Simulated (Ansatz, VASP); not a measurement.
# Al8In5P5O12 (amorphous Al2O3 against InP(110), 8.9 A) in two plane-wave programs

Wanted: the spread between two codes on one cell, functional and k mesh. Of the first pair: The structure shown is the start of the Ansatz relaxation below; VASP solves that cell, so the two are compared at the walk's first step.

Program: Ansatz 0.2.0. Level of theory: plane waves, with VASP 6.6.1 beside it; single point at PBE. Results are calculated unless marked as measured.

### Step 1. The starting structure

The cell holds 120 atoms: 20 In, 20 P, 32 Al and 48 O. Cell: a = 11.880 Å, b = 8.400 Å, c = 20.124 Å, α = 90.0°, β = 90.0°, γ = 90.0°. It derives from InP (5 planes of zincblende InP(110)). A slab of 5 planes of zincblende InP(110) (starting lattice constant a = 5.94 A), 11.88 x 8.40 A in plane. 80 atoms (32 Al, 48 O) packed at random between the slab and its periodic image at 3.05 g/cm^3 (a layer of 8.9 A) and pushed apart as soft spheres. Langevin MD at fixed cell with the MACE-MP-0b2 small potential (Batatia et al., arXiv:2401.00096), steps of 1.5 fs: 0.63 ps at 3000 K with the crystal held, 3000 to 550 K in 1.8 ps with the crystal held, 550 to 300 K in 0.9 ps with its inner planes held; soft walls kept the melt out of the crystal while it was held. Then all atoms and the cell's height relaxed. The structure's axis is c.

### Step 2. Ansatz: relaxation, PBE

Ansatz runs on its default PAW (the set named soft_2) files.

The two programs are compared at the cell with which this relaxation starts, whose forces are those of its first step.

Contents of input.yaml:

```yaml
crystal:
  lattice:
    - [11.88, 0.0, 0.0]
    - [0.0, 8.40043, 0.0]
    - [0.0, 0.0, 20.12354]
  atoms:
    - { symbol: In, position: [0.99287, 0.01585, 0.36298] }
    - { symbol: P, position: [0.11639, 0.0312, 0.04303] }
    - { symbol: In, position: [0.26308, 0.79115, 0.05322] }
    - { symbol: P, position: [0.37463, 0.77392, 0.15975] }
    - { symbol: In, position: [0.24591, 0.28098, 0.0452] }
    - { symbol: P, position: [0.3685, 0.26528, 0.15024] }
    - { symbol: In, position: [0.99484, 0.02177, 0.1475] }
    - { symbol: P, position: [0.11349, 0.01738, 0.2559] }
    - { symbol: In, position: [0.99664, 0.52063, 0.15738] }
    - { symbol: P, position: [0.12628, 0.51464, 0.25652] }
    - { symbol: In, position: [0.24417, 0.25868, 0.25665] }
    - { symbol: P, position: [0.36224, 0.24859, 0.36584] }
    - { symbol: In, position: [0.23964, 0.77232, 0.25878] }
    - { symbol: P, position: [0.35474, 0.75618, 0.36657] }
    - { symbol: In, position: [0.99488, 0.52074, 0.3543] }
    - { symbol: P, position: [0.11814, 0.53845, 0.04887] }
    - { symbol: P, position: [0.09396, 0.03097, 0.47471] }
    - { symbol: In, position: [0.233, 0.77979, 0.47836] }
    - { symbol: In, position: [0.23216, 0.26668, 0.46631] }
    - { symbol: P, position: [0.10736, 0.52052, 0.46277] }
    - { symbol: In, position: [0.48742, 0.99383, 0.36726] }
    - { symbol: P, position: [0.63194, 0.03171, 0.05413] }
    - { symbol: In, position: [0.74803, 0.76638, 0.05311] }
    - { symbol: P, position: [0.86971, 0.76944, 0.15622] }
    - { symbol: In, position: [0.73692, 0.30449, 0.05845] }
    - { symbol: P, position: [0.86958, 0.27376, 0.15511] }
    - { symbol: In, position: [0.49849, 0.02219, 0.15366] }
    - { symbol: P, position: [0.61376, 0.0144, 0.26331] }
    - { symbol: In, position: [0.49426, 0.51815, 0.15486] }
    - { symbol: P, position: [0.61463, 0.51312, 0.26093] }
[... 84 atom lines left out ...]
    - { symbol: O, position: [0.4733, 0.96809, 0.67672] }
    - { symbol: O, position: [0.26754, 0.99736, 0.64456] }
    - { symbol: O, position: [0.8087, 0.01346, 0.82154] }
    - { symbol: O, position: [0.86999, 0.7147, 0.60174] }
    - { symbol: O, position: [0.24607, 0.5029, 0.80314] }
    - { symbol: O, position: [0.89159, 0.52924, 0.7143] }
kpoints:
  mp_grid: { grid: [1, 1, 1] }
hamiltonian:
  xc: pbe
scf:
  occupations: { method: fermi_dirac, width: 0.025 }
output:
  forces: true
relax:
  f_tol: 0.08
  max_steps: 90
  cell: { fix: [a, b, alpha, beta, gamma] }
```

Command:

```bash
$ ansatz run input.yaml --threads 4 --pin off --max-ram 8192MiB --backend cpu --events-out ev --progress --plain --runs-dir out
```

Numbers of over 12 decimals in the logs are rounded to 6 here.

Log:

```text
Engine: ansatz 0.2.0, aarch64-unknown-linux-gnu
Pseudopotentials: kind: paw
Pseudopotential: In, paw, valence charge 13, recommended cutoff 420 eV (normal), In.paw.azcp
Pseudopotential: P, paw, valence charge 5, recommended cutoff 420 eV (normal), P.paw.azcp
Pseudopotential: Al, paw, valence charge 3, recommended cutoff 420 eV (normal), Al.paw.azcp
Pseudopotential: O, paw, valence charge 6, recommended cutoff 420 eV (normal), O.paw.azcp
Functional definition: PBE
  parameter kappa = 0.804
  parameter beta = 0.066725
  exchange = pbe_x(kappa = kappa, mu = beta*pi^2/3)
  correlation = pbe_c(beta = beta)
Crystal: 120 atoms, lattice volume = 2008.271 Å³
Basis set: ecut = 420 eV, 39189 PW (Γ), exchange–correlation on 160×120×270 points (8 copies of the dense FFT grid, shifted against one another)
Bands: 492, of which v1, the nominal top of the filled ones, is band 372 counted from 1 (371 counted from 0)
Symmetry: 1 space group operations
Space group: P1 (ITA 1), of the structure as read, at distance tolerance 1.3e-4 Å
k-points: 1
Non-local potential: In, projectors of the file, l = 0: 2, l = 1: 2, l = 2: 2, l = 3: 2
Non-local potential: P, projectors of the file, l = 0: 2, l = 1: 2, l = 2: 2
Non-local potential: Al, projectors of the file, l = 0: 2, l = 1: 2, l = 2: 1
Non-local potential: O, projectors of the file, l = 0: 2, l = 1: 2, l = 2: 1
PAW form: soft (Blöchl's): semilocal exchange-correlation on the pseudo side does not see the compensation charge
PAW one-centre angular grid: In, 590 points (default); XC on 64 Gauss nodes
PAW one-centre angular grid: P, 110 points (default); XC on 64 Gauss nodes
PAW one-centre angular grid: Al, 110 points (default); XC on 64 Gauss nodes
PAW one-centre angular grid: O, 110 points (default); XC on 64 Gauss nodes
Initial density: superposition of atomic densities (neutral atoms: chi_scale 0, normalization atom), corrected by the library's trained network
Initial wavefunctions: pseudopotential atomic-orbital guess
Functional: x = pbe(κ = 0.804, μ = 0.219515), c = pbe(β = 0.066725)
SCF iter   1: F=—  HF=-171600.791820 eV  |F-HF|=—  |Δ(HF+E_count)|=         —  Δρ=4.53e-3  dr2=1.42e0  ethr=1.77e-3  ⟨swp⟩=7.0  Hψ=2200  notcnv=0  defer=104
preconditioner: auto → Resta (q_TF=auto, 2.312 Å⁻¹)  ε∞=3.7  [insulator: Δε(μ)=0.313 eV  Ē_g=13.808 eV  σ=0.025 eV  W_gap=1.00  n_scr=416 (ndim 8)  ℏωp=22.6 eV  f_vac=0.037  D(μ)=0.31/eV (n_scr^D=0)  ε∞_Penn≈3.7]
SCF iter   2: F=—  HF=-171600.524261 eV  |F-HF|=—  |Δ(HF+E_count)|=   2.68e-1  Δρ=2.61e-3  dr2=2.75e-1  ethr=1.92e-4  ⟨swp⟩=2.0  Hψ=697  notcnv=0  defer=108
preconditioner: auto → LDOS  [insulator: Δε(μ)=0.245 eV  Ē_g=13.845 eV  σ=0.025 eV  W_gap=0.99  n_scr=416 (ndim 8)  ℏωp=22.6 eV  f_vac=0.037  D(μ)=1.18/eV (n_scr^D=2)  ε∞_Penn≈3.7  β→1.0]
SCF iter   3: F=—  HF=-171600.601603 eV  |F-HF|=—  |Δ(HF+E_count)|=   7.73e-2  Δρ=2.40e-3  dr2=8.52e-1  ethr=3.70e-5  ⟨swp⟩=5.0  Hψ=787  notcnv=0  defer=108  recentre
SCF iter   4: F=—  HF=-171600.479590 eV  |F-HF|=—  |Δ(HF+E_count)|=   1.22e-1  Δρ=7.53e-4  dr2=5.24e-2  ethr=3.70e-5  ⟨swp⟩=3.0  Hψ=713  notcnv=0  defer=112
SCF iter   5: F=—  HF=-171600.472939 eV  |F-HF|=—  |Δ(HF+E_count)|=   6.65e-3  Δρ=3.32e-4  dr2=4.70e-3  ethr=7.05e-6  ⟨swp⟩=3.0  Hψ=614  notcnv=0  defer=112
SCF iter   6: F=—  HF=-171600.472668 eV  |F-HF|=—  |Δ(HF+E_count)|=   2.71e-4  Δρ=1.09e-4  dr2=3.52e-4  ethr=6.32e-7  ⟨swp⟩=3.0  Hψ=597  notcnv=0  defer=112
SCF iter   7: F=—  HF=-171600.472705 eV  |F-HF|=—  |Δ(HF+E_count)|=   3.70e-5  Δρ=4.11e-5  dr2=4.48e-5  ethr=4.73e-8  ⟨swp⟩=3.0  Hψ=751  notcnv=0  defer=112
SCF iter   8: F=—  HF=-171600.473748 eV  |F-HF|=—  |Δ(HF+E_count)|=   1.04e-3  Δρ=1.77e-5  dr2=8.33e-6  ethr=6.01e-9  ⟨swp⟩=3.0  Hψ=865  notcnv=0  defer=112
SCF iter   9: F=—  HF=-171600.473753 eV  |F-HF|=—  |Δ(HF+E_count)|=   4.56e-6  Δρ=7.34e-6  dr2=1.49e-6  ethr=1.12e-9  ⟨swp⟩=3.0  Hψ=731  notcnv=0  defer=112
SCF iter  10: F=—  HF=-171600.473754 eV  |F-HF|=—  |Δ(HF+E_count)|=   9.69e-7  Δρ=3.16e-6  dr2=2.70e-7  ethr=2.00e-10  ⟨swp⟩=3.0  Hψ=609  notcnv=0  defer=112
SCF iter  11: F=-171600.473754 eV  HF=-171600.473754 eV  |F-HF|=1.93e-8  |Δ(HF+E_count)|=   1.60e-7  Δρ=1.21e-6  dr2=3.03e-8  ethr=1.34e-11  ⟨swp⟩=5.0  Hψ=1392  notcnv=0
SCF 1 converged in 11 iterations: F = -171600.473754 eV  dr2 = 3.03e-8
  greatest PAW one-centre occupation: 0.983 electrons in one spin orbital (limit 2), on the In atom at site 18 (counted from 0), in its partial waves of l = 2
relax step   1: F+E_penalty+E_count = -171600.47375379 eV  Δ(F+E_penalty+E_count) = +0.000e0 eV  max|allowed force component| = 1.987e0 eV/Å  Δτ_max = 0.0000 Å  P = +0.956 GPa  Ω = 2008.271 Å³  fix = [a, b, alpha, beta, gamma]  reactions: a -0.547, b +2.756 GPa; alpha -0.983, beta -0.878, gamma -0.749 GPa/rad  (11 SCF iters, dr2 threshold 1.00e-7 eV, accepted)
Crystal: 120 atoms, lattice volume = 2013.023 Å³
[...]
- { symbol: P, position: [0.371530, 0.740853, 0.362384] }
    - { symbol: In, position: [1.001866, 0.523308, 0.352278] }
    - { symbol: P, position: [0.123037, 0.557768, 0.052981] }
    - { symbol: P, position: [0.052912, 0.028414, 0.482354] }
    - { symbol: In, position: [0.284606, 0.642850, 0.470330] }
    - { symbol: In, position: [0.210303, 0.231091, 0.463345] }
    - { symbol: P, position: [0.097997, 0.500101, 0.462549] }
    - { symbol: In, position: [0.504052, 0.983534, 0.373309] }
    - { symbol: P, position: [0.638138, 0.029158, 0.050943] }
    - { symbol: In, position: [0.759357, 0.766778, 0.050131] }
    - { symbol: P, position: [0.878934, 0.769834, 0.152298] }
    - { symbol: In, position: [0.752575, 0.291986, 0.057862] }
    - { symbol: P, position: [0.885831, 0.273180, 0.151683] }
    - { symbol: In, position: [0.499392, 0.028566, 0.151501] }
    - { symbol: P, position: [0.613386, 0.016352, 0.258787] }
    - { symbol: In, position: [0.491627, 0.521616, 0.151031] }
    - { symbol: P, position: [0.615945, 0.511108, 0.253670] }
    - { symbol: In, position: [0.743223, 0.263071, 0.248400] }
    - { symbol: P, position: [0.876099, 0.270643, 0.346004] }
    - { symbol: In, position: [0.740652, 0.767185, 0.250910] }
    - { symbol: P, position: [0.866216, 0.764533, 0.351945] }
    - { symbol: In, position: [0.491924, 0.486131, 0.358391] }
    - { symbol: P, position: [0.619850, 0.532328, 0.049284] }
    - { symbol: P, position: [0.615511, 0.995967, 0.487939] }
    - { symbol: In, position: [0.789390, 0.647122, 0.457999] }
    - { symbol: In, position: [0.738818, 0.198535, 0.434658] }
    - { symbol: P, position: [0.619326, 0.448979, 0.461450] }
    - { symbol: Al, position: [0.061965, 0.068125, 0.926147] }
    - { symbol: Al, position: [0.916953, 0.330104, 0.905780] }
    - { symbol: Al, position: [0.946393, 0.558476, 0.548309] }
    - { symbol: Al, position: [0.823902, 0.971377, 0.913202] }
    - { symbol: Al, position: [0.570285, 0.068275, 0.944768] }
    - { symbol: Al, position: [0.183885, 0.428581, 0.888465] }
    - { symbol: Al, position: [0.394469, 0.712642, 0.579233] }
    - { symbol: Al, position: [0.770127, 0.872740, 0.592319] }
    - { symbol: Al, position: [0.191191, 0.203691, 0.631624] }
    - { symbol: Al, position: [0.581791, 0.064948, 0.675765] }
    - { symbol: Al, position: [0.942240, 0.172473, 0.560706] }
    - { symbol: Al, position: [0.986682, 0.694224, 0.926457] }
    - { symbol: Al, position: [0.326925, 0.899832, 0.928430] }
    - { symbol: Al, position: [0.551704, 0.767690, 0.688979] }
    - { symbol: Al, position: [0.644694, 0.444512, 0.939811] }
    - { symbol: Al, position: [0.818751, 0.389585, 0.660856] }
    - { symbol: Al, position: [0.411658, 0.257380, 0.881052] }
    - { symbol: Al, position: [0.847929, 0.506196, 0.802812] }
    - { symbol: Al, position: [0.980828, 0.101073, 0.705762] }
    - { symbol: Al, position: [0.334510, 0.373031, 0.752915] }
    - { symbol: Al, position: [0.231799, 0.844798, 0.694086] }
    - { symbol: Al, position: [0.771634, 0.203001, 0.782483] }
    - { symbol: Al, position: [0.903877, 0.870914, 0.798632] }
    - { symbol: Al, position: [0.231661, 0.699732, 0.831882] }
    - { symbol: Al, position: [0.480778, 0.619878, 0.843099] }
    - { symbol: Al, position: [0.670216, 0.773295, 0.842868] }
    - { symbol: Al, position: [0.585335, 0.372189, 0.748433] }
    - { symbol: Al, position: [0.386995, 0.066809, 0.601566] }
    - { symbol: Al, position: [0.966506, 0.694592, 0.673426] }
    - { symbol: Al, position: [0.539025, 0.410777, 0.617352] }
    - { symbol: Al, position: [0.212155, 0.057983, 0.805561] }
    - { symbol: Al, position: [0.173255, 0.557757, 0.658705] }
    - { symbol: O, position: [0.020013, 0.601486, 1.004196] }
    - { symbol: O, position: [0.668667, 0.415122, 0.665485] }
    - { symbol: O, position: [0.604742, 0.619153, 0.892821] }
    - { symbol: O, position: [0.888731, 0.299043, 0.820994] }
    - { symbol: O, position: [0.076506, 0.286593, 0.906061] }
    - { symbol: O, position: [0.456978, 0.398330, 0.700602] }
    - { symbol: O, position: [0.912882, 0.125066, 0.940486] }
    - { symbol: O, position: [0.256979, 0.863501, 0.778701] }
    - { symbol: O, position: [0.664933, 0.938597, 0.901159] }
    - { symbol: O, position: [0.052558, 0.569987, 0.611126] }
    - { symbol: O, position: [0.463994, 0.418520, 0.819597] }
    - { symbol: O, position: [0.304712, 0.351689, 0.929728] }
    - { symbol: O, position: [0.800413, 0.716995, 0.808695] }
    - { symbol: O, position: [0.429875, 0.048264, 0.913592] }
    - { symbol: O, position: [0.706804, 0.412461, 0.796438] }
    - { symbol: O, position: [0.201212, 0.997315, 0.891023] }
    - { symbol: O, position: [0.223408, 0.370062, 0.684786] }
    - { symbol: O, position: [0.561480, 0.726030, 0.778358] }
    - { symbol: O, position: [0.848656, 0.206462, 0.703945] }
    - { symbol: O, position: [0.782778, 0.369916, 0.951411] }
    - { symbol: O, position: [0.287611, 0.218681, 0.565114] }
    - { symbol: O, position: [0.936540, 0.891152, 0.714301] }
    - { symbol: O, position: [0.989553, 0.879721, 0.872275] }
    - { symbol: O, position: [0.324569, 0.197173, 0.804298] }
[...]
- { symbol: O, position: [0.288878, 0.688912, 0.644334] }
    - { symbol: O, position: [0.398136, 0.904629, 0.550066] }
    - { symbol: O, position: [0.463000, 0.936037, 0.683572] }
    - { symbol: O, position: [0.258865, 1.030229, 0.659433] }
    - { symbol: O, position: [0.807555, 0.018323, 0.822379] }
    - { symbol: O, position: [0.868992, 0.713763, 0.603531] }
    - { symbol: O, position: [0.244747, 0.498785, 0.804960] }
    - { symbol: O, position: [0.892098, 0.532438, 0.715293] }
```

### Step 3. VASP: single point, PBE, start cell, pair 1

The same cell, functional, mesh and smearing now go to VASP, with its own data sets.

Lines of VASP's logs that name or quote its potential files are left out, and so is its time.

Contents of INCAR:

```
SYSTEM = Al8In5P5O12
PREC = Accurate
ENCUT = 520
EDIFF = 1E-06
NELM = 120
ISMEAR = -1
SIGMA = 0.025
LREAL = Auto
ALGO = Normal
GGA = PE
NBANDS = 464
LORBIT = 11
LWAVE = .FALSE.
LCHARG = .FALSE.
ISIF = 2
LASPH = .TRUE.
GGA_COMPAT = .FALSE.
EFERMI = MIDGAP
NCORE = 4
```

Contents of POSCAR:

```
Al8In5P5O12
1.0
   11.8800000000      0.0000000000      0.0000000000
    0.0000000000      8.4004300000      0.0000000000
    0.0000000000      0.0000000000     20.1235400000
In P Al O
20 20 32 48
Direct
    0.9928703704      0.0158444270      0.3629778856
    0.2630808081      0.7911499768      0.0532212523
    0.2459090909      0.2809856162      0.0452007947
    0.9948400673      0.0217726950      0.1474988993
    0.9966414141      0.5206281107      0.1573778769
    0.2441666667      0.2586772344      0.2566496750
    0.2396380471      0.7723176076      0.2587815066
    0.9948821549      0.5207352481      0.3543014798
    0.2329966330      0.7797934153      0.4783601692
    0.2321632997      0.2666768249      0.4663096056
    0.4874242424      0.9938300777      0.3672614262
    0.7480303030      0.7663774354      0.0531119276
    0.7369191919      0.3044844133      0.0584489608
    0.4984932660      0.0221893403      0.1536608370
    0.4942592593      0.5181520470      0.1548584394
    0.7391498316      0.2640221989      0.2596809508
    0.7385774411      0.7645680043      0.2601281882
    0.4824410774      0.5061764695      0.3617206515
    0.7733333333      0.6148970946      0.4650623101
    0.7195707071      0.1962280502      0.4577723403
    0.1163888889      0.0312007838      0.0430292086
    0.3746296296      0.7739246681      0.1597482352
    0.3685016835      0.2652840390      0.1502419554
    0.1134932660      0.0173800627      0.2558993100
    0.1262794613      0.5146403220      0.2565204730
    0.3622390572      0.2485944172      0.3658402051
    0.3547390572      0.7561755767      0.3665706928
    0.1181397306      0.5384486270      0.0488681415
    0.0939562290      0.0309746049      0.4747077303
    0.1073569024      0.5205209733      0.4627714607
[... 84 atom lines left out ...]
    0.4732996633      0.9680933000      0.6767199012
    0.2675420875      0.9973656110      0.6445585618
    0.8087037037      0.0134635965      0.8215403453
    0.8699915825      0.7147015093      0.6017380640
    0.2460690236      0.5029028276      0.8031390103
    0.8915909091      0.5292348130      0.7142977826
```

Contents of KPOINTS:

```
Automatic mesh
0
Gamma
1 1 1
0 0 0
```

The projector-augmented-wave data sets are In_d, P, Al and O (PBE family, release 64).

Command:

```bash
$ mpirun -np 16 vasp_gam
```

Log:

```text
[banner, memory and clock lines left out]
running   16 mpi-ranks, on    1 nodes
[...]
LDA part: xc-table for (Slater+PW92), standard interpolation
 POSCAR, INCAR and KPOINTS ok, starting setup
[...]
entering main loop
       N       E                     dE             d eps       ncg     rms          rms(c)
DAV:   1     0.119285151517E+05    0.11929E+05   -0.33572E+05   928   0.189E+03
DAV:   2     0.194072268234E+04   -0.99878E+04   -0.95520E+04   984   0.528E+02
DAV:   3    -0.489455755018E+03   -0.24302E+04   -0.22520E+04  1000   0.255E+02
DAV:   4    -0.814979569633E+03   -0.32552E+03   -0.31931E+03  1288   0.926E+01
[...]
DAV:  19    -0.730102444430E+03    0.37124E-05   -0.13829E-05  1096   0.900E-03    0.950E-03
DAV:  20    -0.730102444297E+03    0.13307E-06   -0.13357E-05  1008   0.612E-03    0.343E-03
DAV:  21    -0.730102444466E+03   -0.16895E-06   -0.12645E-06   672   0.329E-03
   1 F= -.73010244E+03 E0= -.73009862E+03  d E =-.765536E-02
```

From OUTCAR (step 3):

```text
  Total       -7.7279994     33.9314996      7.0998293      9.4880873     12.3361921     11.1986247
  in kB       -6.1653158     27.0701896      5.6641683      7.5694951      9.8416829      8.9341437
  external PRESSURE =       8.8563474 kB  Pullay stress =       0.0000000 kB

  FREE ENERGIE OF THE ION-ELECTRON SYSTEM (eV)
  ---------------------------------------------------
  free  energy   TOTEN  =      -730.1024444663 eV

  energy  without entropy=     -730.0947891081  energy(sigma->0) =     -730.09861679

[... 3 further parts left out ...]
[key lines of the parts left out:]
E-fermi :   5.9310
```

The run ends at a pressure of 0.89 GPa, with forces up to 2.2 eV/Å.

### Step 4. Comparison

Known differences besides the potentials themselves: the cutoff is 420 eV in Ansatz and 520 eV in VASP (PREC = Accurate, projectors in real space). Total energies have different zeros and are not compared.

Forces on 8 of the 120 atoms, those with the largest forces and the largest differences (eV/Å; atoms numbered as in POSCAR):

```tsv
atom	Ansatz x, y, z	VASP x, y, z
P28	0.531, 0.437, 1.158	0.498, 0.437, 1.146
P39	0.813, 1.382, -1.064	0.778, 1.354, -1.020
P40	0.887, -0.443, -1.454	0.837, -0.440, -1.411
Al41	-0.221, 0.157, 1.015	-0.198, 0.148, 1.023
Al43	0.904, 0.452, -0.127	0.899, 0.451, -0.138
Al47	0.496, 0.800, 1.987	0.496, 0.804, 1.991
O107	-0.835, -0.219, 0.505	-0.777, -0.215, 0.463
O113	0.505, -0.240, -1.092	0.525, -0.244, -1.112
```

The forces differ by 13 meV/Å r.m.s., which is 3.9 % of the r.m.s. force of 0.320 eV/Å (both taken over all components).

(Part 1 of 2 ends here.)

[Lines on the potential files, build, host, timing and source positions are cut from VASP's logs without a mark.]

[Logs are printed without paths, hosts, clocks, repeated set-up lines and the standing remarks that a program may print on its own settings, such as how far it seeks lower states.]

[Hosts, paths, dates, database ids (printed as entryN), source tags and the programs' standing remarks are cut or masked in the printed files.]
